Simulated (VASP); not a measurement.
# PbO in VASP: one cell, several levels of theory, part 2 of 2

The system is PbO, a lower-symmetry cell derived from the rocksalt prototype, a generated structure that needn't be the ground state.

VASP 6.6.1, plane waves, PAW. The steps go on from the part before.

## (3) Single point with r2SCAN

File INCAR:

```
ENCUT = 520.000000
SIGMA = 0.020000
EDIFF = 1.00e-07
ALGO = Normal
METAGGA = R2SCAN
PREC = Accurate
IBRION = -1
ISIF = 2
ISMEAR = -1
NBANDS = 17
NELM = 120
NSW = 0
LASPH = .TRUE.
LCHARG = .FALSE.
LWAVE = .FALSE.
LREAL = .FALSE.
```

File KPOINTS:

```
KPOINTS created by Atomic Simulation Environment
0
Gamma
8 8 8
0 0 0
```

File KPOINTS_OPT:

```
special points
9
Reciprocal
0.0000000000 0.0000000000 0.0000000000 1
0.5000000000 0.0000000000 0.5000000000 1
0.6250000000 0.2500000000 0.6250000000 1
0.3750000000 0.3750000000 0.7500000000 1
0.5000000000 0.5000000000 0.5000000000 1
0.5000000000 0.2500000000 0.7500000000 1
0.5000000000 0.4500000000 0.5500000000 1
-0.0801600000 0.4615070000 -0.0490720000 1
-0.0888670000 -0.0187170000 0.4615070000 1
```

File POSCAR:

```
Pb O
 1.0000000000000000
    -0.0650326115000000    2.6065174968000000    2.6065174968000000
     2.6065174968000000   -0.0650326115000000    2.6065174968000000
     2.5414848853000001    2.5414848853000001    0.0000000000000000
 Pb  O
   1   1
Cartesian
  0.0000000000000000  0.0000000000000000  0.0000000000000000
  2.5414848852999996  2.5414848852999996  2.6065174967999996
```

Run with:

```sh
> mpirun -np 1 vasp_std
```

Standard output, without the iteration lines:

```text
POSCAR found type information on POSCAR PbO
 POSCAR found :  2 types and       2 ions
 -----------------------------------------------------------------------------
|                                                                             |
|                                                                             |
|     You enforced a specific xc type in the INCAR file but a different       |
|     I HOPE YOU KNOW WHAT YOU ARE DOING!                                     |
|                                                                             |
 -----------------------------------------------------------------------------

 LDA part: xc-table for (None), standard interpolation
 POSCAR, INCAR and KPOINTS ok, starting setup
 FFT: planning ... GRIDC
 FFT: planning ... GRID_SOFT
 FFT: planning ... GRID
 WAVECAR not read
 entering main loop
 Start KPOINTS_OPT (optional k-point list driver)
k-point batch [1-9\9]
```

OSZICAR:

```text
N       E                     dE             d eps       ncg     rms          rms(c)
DAV:   1     0.118843871952E+03    0.11884E+03   -0.10622E+04  3274   0.145E+03
DAV:   2    -0.587594117690E+02   -0.17760E+03   -0.16876E+03  3496   0.363E+02
DAV:   3    -0.717968125170E+02   -0.13037E+02   -0.12956E+02  3921   0.106E+02
DAV:   4    -0.720612182511E+02   -0.26441E+00   -0.26424E+00  4185   0.156E+01
DAV:   5    -0.720693633832E+02   -0.81451E-02   -0.81444E-02  4617   0.266E+00    0.778E+00
DAV:   6    -0.642071421431E+02    0.78622E+01   -0.98886E+00  4621   0.394E+01    0.311E+00
DAV:   7    -0.642889497271E+02   -0.81808E-01   -0.68057E-01  3793   0.875E+00    0.156E+00
DAV:   8    -0.643008472940E+02   -0.11898E-01   -0.28398E-01  4089   0.772E+00    0.112E+00
DAV:   9    -0.642836661885E+02    0.17181E-01   -0.29044E-02  4273   0.307E+00    0.234E-01
DAV:  10    -0.642835692326E+02    0.96956E-04   -0.46570E-03  4417   0.114E+00    0.114E-01
DAV:  11    -0.642835144168E+02    0.54816E-04   -0.78022E-04  4313   0.499E-01    0.165E-02
DAV:  12    -0.642835225060E+02   -0.80892E-05   -0.54228E-05  3782   0.654E-02    0.425E-03
DAV:  13    -0.642835221598E+02    0.34616E-06   -0.26689E-06  4758   0.156E-02    0.551E-04
DAV:  14    -0.642835220186E+02    0.14121E-06   -0.10585E-07  2942   0.296E-03    0.317E-04
DAV:  15    -0.642835219664E+02    0.52205E-07   -0.12680E-08  1869   0.129E-03
   1 F= -.64283522E+02 E0= -.64283514E+02  d E =-.166699E-04
       N       E                     dE             ncg
DAV:   1     0.320412268041E+04   -0.54012E+04      306
DAV:   2     0.168318015281E+04   -0.15209E+04      314
DAV:   3     0.157162728091E+04   -0.11155E+03      342
DAV:   4     0.156874128003E+04   -0.28860E+01      396
DAV:   5     0.156866443086E+04   -0.76849E-01      419
DAV:   6     0.156866157405E+04   -0.28568E-02      466
DAV:   7     0.156866146811E+04   -0.10594E-03      401
DAV:   8     0.156866146321E+04   -0.48963E-05      440
DAV:   9     0.156866146319E+04   -0.23856E-07      298
```

Parts of OUTCAR:

```text
k-points           NKPTS =     95   k-points in BZ     NKDIM =     95   number of bands    NBANDS=     17

   NELECT =      20.0000    total number of electrons

   dimension x,y,z NGX =    28 NGY =   28 NGZ =   28
   dimension x,y,z NGXF=    56 NGYF=   56 NGZF=   56

  energy-cutoff  :      520.00
  volume of cell :       35.39
      direct lattice vectors                 reciprocal lattice vectors
    -0.065032612  2.606517497  2.606517497    -0.187157261  0.187157261  0.191826834
     2.606517497 -0.065032612  2.606517497     0.187157261 -0.187157261  0.191826834
     2.541484885  2.541484885  0.000000000     0.196735382  0.196735382 -0.191826834

 k-points in reciprocal lattice and weights: KPOINTS created by Atomic Simulation Env
   0.00000000  0.00000000  0.00000000       0.002
   0.12500000  0.00000000  0.00000000       0.008
   0.25000000  0.00000000  0.00000000       0.008
   0.37500000  0.00000000  0.00000000       0.008
   0.50000000  0.00000000  0.00000000       0.004
   0.12500000  0.12500000  0.00000000       0.004
   0.25000000  0.12500000  0.00000000       0.008
   0.37500000  0.12500000  0.00000000       0.008
[... 87 more k-points ...]

 E-fermi :   6.7837

 k-point     1 :       0.0000    0.0000    0.0000
  band No.  band energies     occupation
      1     -12.3158      2.00000
      2     -10.5821      2.00000
      3     -10.5692      2.00000
      4     -10.5632      2.00000
      5     -10.4317      2.00000
      6     -10.4240      2.00000
      7      -1.1953      2.00000
      8       3.7549      2.00000
      9       3.8836      2.00000
     10       4.0298      2.00000
     11      15.1169      0.00000
     12      15.1309      0.00000
     13      15.3963      0.00000
     14      17.4280      0.00000
     15      18.0058      0.00000
     16      18.5086      0.00000
     17      19.0483      0.00000

 k-point     2 :       0.1250    0.0000    0.0000
  band No.  band energies     occupation
      1     -12.2360      2.00000
      2     -10.5829      2.00000
      3     -10.5619      2.00000
      4     -10.5514      2.00000
      5     -10.4356      2.00000
      6     -10.4268      2.00000
      7      -1.4161      2.00000
      8       3.8942      2.00000
      9       4.0774      2.00000
     10       4.1174      2.00000
     11      13.0364      0.00000
     12      14.4826      0.00000
     13      14.7146      0.00000
     14      16.9206      0.00000
     15      18.7656      0.00000
     16      19.5542      0.00000
     17      20.3961      0.00000

 k-point     3 :       0.2500    0.0000    0.0000
  band No.  band energies     occupation
      1     -12.0352      2.00000
      2     -10.5908      2.00000
      3     -10.5534      2.00000
      4     -10.5391      2.00000
      5     -10.4286      2.00000
      6     -10.4196      2.00000
      7      -1.8813      2.00000
      8       4.0625      2.00000
      9       4.1989      2.00000
     10       4.8463      2.00000
     11      10.3449      0.00000
     12      13.3029      0.00000
     13      13.4937      0.00000
     14      16.7818      0.00000
     15      19.7750      0.00000
     16      20.5909      0.00000
     17      22.0848      0.00000

 k-point     4 :       0.3750    0.0000    0.0000
  band No.  band energies     occupation
      1     -11.8201      2.00000
      2     -10.6055      2.00000
      3     -10.5587      2.00000
      4     -10.5492      2.00000
      5     -10.3984      2.00000
      6     -10.3950      2.00000
      7      -2.2836      2.00000
      8       4.2366      2.00000
      9       4.3316      2.00000
     10       5.7475      2.00000
     11       8.2649      0.00000
     12      12.3565      0.00000
     13      12.5362      0.00000
     14      17.0657      0.00000
     15      20.9539      0.00000
     16      21.7900      0.00000
     17      21.8643      0.00000

 k-point     5 :       0.5000    0.0000    0.0000
  band No.  band energies     occupation
      1     -11.7257      2.00000
      2     -10.6136      2.00000
      3     -10.5637      2.00000
      4     -10.5569      2.00000
      5     -10.3820      2.00000
      6     -10.3817      2.00000
      7      -2.4375      2.00000
      8       4.3140      2.00000
      9       4.3906      2.00000
     10       6.6901      1.98166
     11       6.9300      0.00133
     12      12.0013      0.00000
     13      12.1812      0.00000
     14      17.3425      0.00000
     15      21.0166      0.00000
     16      22.1117      0.00000
     17      22.8423      0.00000

 k-point     6 :       0.1250    0.1250    0.0000
  band No.  band energies     occupation
      1     -12.2236      2.00000
      2     -10.5966      2.00000
      3     -10.5408      2.00000
      4     -10.5386      2.00000
      5     -10.4342      2.00000
      6     -10.4202      2.00000
      7      -1.4064      2.00000
      8       3.6195      2.00000
      9       3.9205      2.00000
     10       4.5599      2.00000
     11      12.7155      0.00000
     12      14.1858      0.00000
     13      14.5835      0.00000
     14      15.9372      0.00000
     15      19.7397      0.00000
     16      20.6015      0.00000
     17      20.6474      0.00000

 k-point     7 :       0.2500    0.1250    0.0000
  band No.  band energies     occupation
      1     -12.1099      2.00000
      2     -10.6042      2.00000
      3     -10.5189      2.00000
      4     -10.5169      2.00000
      5     -10.4077      2.00000
      6     -10.3965      2.00000
      7      -1.6683      2.00000
      8       3.6444      2.00000
      9       3.8790      2.00000
     10       5.1006      2.00000
     11      10.5909      0.00000
     12      13.1936      0.00000
     13      13.8193      0.00000
     14      16.1202      0.00000
     15      19.7726      0.00000
     16      21.8617      0.00000
     17      22.7013      0.00000

[... the tables of k-points 8 to 95 left out ...]

  Total        0.0364964      0.0364964      0.0035291      0.3520367      0.0000000      0.0000000
  in kB        1.6520357      1.6520357      0.1597472     15.9351813      0.0000000      0.0000000
  external PRESSURE =       1.1546062 kB  Pullay stress =       0.0000000 kB

 POSITION                                       TOTAL-FORCE (eV/Angst)
 -----------------------------------------------------------------------------------
      0.00000      0.00000      0.00000         0.000000     -0.000000      0.000000
      2.54148      2.54148      2.60652        -0.000000      0.000000     -0.000000
 -----------------------------------------------------------------------------------
    total drift:                                0.000000      0.000000      0.000000

  FREE ENERGIE OF THE ION-ELECTRON SYSTEM (eV)
  ---------------------------------------------------
  free  energy   TOTEN  =       -64.2835219664 eV

  energy  without entropy=      -64.2835052966  energy(sigma->0) =      -64.28351363
```

Hardware: 1 MPI rank of Intel Xeon Platinum 8488C, shared host.

The levels at the points of KPOINTS_OPT are read from vasprun.xml.

Band energies at the special points (eV, zero at the top of v, the last band that the electrons fill by count):

```csv
point,v−1,v,c,c+1
Γ,-2.88,-2.73,8.35,8.37
X,-3.88,-3.88,3.97,6.47
U,-3.36,-2.39,3.38,4.09
K,-3.53,-2.45,3.35,4.09
L,-2.46,-0.30,0.12,4.79
W,-4.85,-1.31,3.81,4.23
```

The r2SCAN gap is 0.09 eV and indirect ((-0.08, 0.46, -0.05) to (-0.09, -0.02, 0.46)), with 0.22 eV as the least direct one. The pressure is 0.12 GPa; the forces vanish within 0.01 eV/Å.

## (4) Summary

The summary covers parts 1 to 2.

```
 level  gap (eV)  pressure (GPa)  Ansatz: gap (eV)  Ansatz: pressure (GPa)
   PBE     -0.12            2.62             -0.12                    2.67
r2SCAN      0.09            0.12              0.09                   -0.02
```

A negative gap is an overlap of bands.

The gap spans -0.12 eV (PBE) to 0.09 eV (r2SCAN). Spin-orbit coupling is left out, though the cell holds Pb (Z = 82); in an element this heavy it can shift bands and gaps by tenths of an eV. At this one volume the pressure spans 0.1 GPa (r2SCAN) to 2.6 GPa (PBE): PBE wants the largest cell and r2SCAN the smallest. The two programs agree on the gap within 0.01 eV, far less than the spread between functionals. Datasets and cutoffs are each program's own.
